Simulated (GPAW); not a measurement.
Wanted: an ASE script for a GPAW 26.7.0 run.

```
Task                : single point
Functional          : PBE
Potentials or basis : GPAW PAW data sets (gpaw-data 1.2.1)
Cutoff              : 800 eV
Basis               : pw
k mesh              : 7 × 7 × 7
Occupations         : gaussian, width 0.05 eV
Spin                : collinear spin, ferromagnetic start
Starting moments    : [4.0, 0.0] μB
Hubbard terms       : Mn d U = 7 eV
Maxiter             : 150
```

The structure of MnO lies in POSCAR:

```
MnO
1.0
    0.0000000000      2.4365134300      2.4365134300
    2.4365134300      0.0000000000      2.4365134300
    2.4365134300      2.4365134300      0.0000000000
Mn O
1 1
Direct
    0.0000000000      0.0000000000      0.0000000000
    0.2500000000      0.2500000000      0.2500000000
```

Measurements of this composition are mostly on another form, of space group No. 225.

These files were run (other wordings do the same):

run.py

```python
from ase.dft.bandgap import bandgap
from ase.io import read, write
from ase.units import GPa
from gpaw import GPAW, PW

atoms = read('POSCAR')
atoms.set_initial_magnetic_moments([4.0, 0.0])

calc = GPAW(mode=PW(800),
            xc='PBE',
            kpts={'size': (7, 7, 7), 'gamma': True},
            occupations={'name': 'methfessel-paxton', 'order': 0, 'width': 0.05},
            setups={'Mn': ':d,7.0'},
            nbands=21,
            convergence={'density': 1e-05, 'energy': 1e-05},
            maxiter=150,
            txt='gpaw.txt')
atoms.calc = calc
energy = atoms.get_potential_energy()
forces = atoms.get_forces()
stress = atoms.get_stress()
calc.write('gs.gpw')
write('result.traj', atoms)
print(f'Energy: {energy:.6f} eV')
print('Forces (eV/A):')
print(forces.round(4))
print('Stress (GPa):', (stress / GPa).round(3))
print('Moments:', calc.get_magnetic_moments().round(3))
print('Fermi level:', round(calc.get_fermi_level(), 4), 'eV')
print(f'Gap: {bandgap(calc)[0]:.4f} eV, direct: {bandgap(calc, direct=True)[0]:.4f} eV')
```

Potentials or basis: GPAW PAW data sets (gpaw-data 1.2.1), pw.

Run with:

```bash
$ OMP_NUM_THREADS=1 python run.py
```

It gave:

| Quantity | Value |
| --- | --- |
| Pressure | 3.0 GPa |
| Band gap on the k mesh | none (metal or under the smearing width) |
| Net moment | 5.00 μB per cell |
| Site moments | Mn +4.60; O +0.05 μB |

Caveat: a cell with one magnetic atom can't hold antiferromagnetic order, which such compounds often take.

It took 30 s on 1 thread of Arm Neoverse V1 (shared host), peak memory 0.18 GiB.
